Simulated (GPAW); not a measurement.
Band structure of BeO (P6_3mc, 8 atoms in the cell).

```xyz
8
Lattice="2.7437 0.0000 0.0000 -1.3718 2.3761 0.0000 0.0000 0.0000 8.9821" Properties=species:S:1:pos:R:3 pbc="T T T"
Be     0.0000     0.0000     0.0000
Be     0.0000     0.0000     4.4910
Be     1.3718     0.7920     6.7382
Be     0.0000     1.5841     2.2471
O      0.0000     0.0000     7.2949
O      0.0000     0.0000     2.8038
O      1.3718     0.7920     5.0595
O      0.0000     1.5841     0.5685
```

Level of theory: PBE, GPAW PAW datasets PBE (gpaw-data 1.0.1) (plane waves; GPAW 25.7.0).

Settings: mode = pw; ecut = 900 eV; xc = PBE; kpts = 7 7 2; mesh shift (steps) = 0 0 0; occupations.name = methfessel-paxton; occupations.width = 0.272 eV; occupations.order = 0; nbands = -4; convergence.density = 1e-05 e/electron; convergence.energy = 1e-05 eV/electron; convergence.bands = -2; symmetry.symmorphic = false; symmetry.tolerance = 0.0005.

The starting cell was generated: these elements placed on a structure prototype, without a prior relaxation; it need not be a known phase or ordering of this composition. Its lattice was rescaled by a random factor within 2.5 % of one.

Task: Predict the gap along the standard path and the places of the band edges.

Result: The gap along the path is 6.96 eV, direct at Γ to within 0.01 eV.

Levels in eV from the top of the valence band on the SCF mesh, bands 13 to 20:
```tsv
point	13	14	15	16	17	18	19	20
Γ	-0.40	-0.05	0.00	0.00	6.96	9.05	9.33	11.18
M	-1.67	-1.66	-1.12	-0.84	7.59	8.26	10.67	10.92
K	-2.30	-1.91	-1.91	-1.25	9.80	9.80	11.24	11.24
A	-0.14	-0.14	-0.14	-0.14	7.72	7.72	10.55	10.55
L	-1.53	-1.53	-1.11	-1.11	8.07	8.07	10.45	10.45
H	-1.74	-1.74	-1.70	-1.70	9.56	9.56	11.56	11.56
```
